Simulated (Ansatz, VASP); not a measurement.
# Zn in VASP and in Ansatz

```
CELL_PARAMETERS angstrom
-1.56904 1.56904 1.56904
1.56904 -1.56904 1.56904
1.56904 1.56904 -1.56904
ATOMIC_POSITIONS crystal
Zn 0.00000 0.00000 0.00000
```

This isn't the form of Zn at room conditions, which is hcp.

Alike in both runs: task single point; functional LDA; k mesh 8 × 8 × 8; occupations gaussian, width 0.1 eV; no spin polarisation.

```csv
,VASP,Ansatz
version,VASP 6.6.1,Ansatz 0.2.0
potentials or method,"VASP PAW LDA potentials, release 64 (Zn)","scalar-relativistic, plane waves, PAW"
plane-wave cutoff (eV),520,420
valence electrons in the cell,12,12
```

|  | VASP | Ansatz | Ansatz less VASP |
| --- | --- | --- | --- |
| gap on the k mesh at the Fermi level (eV) | none | none | - |
| pressure (GPa) | -8.9 | -9.2 | -0.35 |

A gap of «none» marks a metal or a gap that the smearing closes.
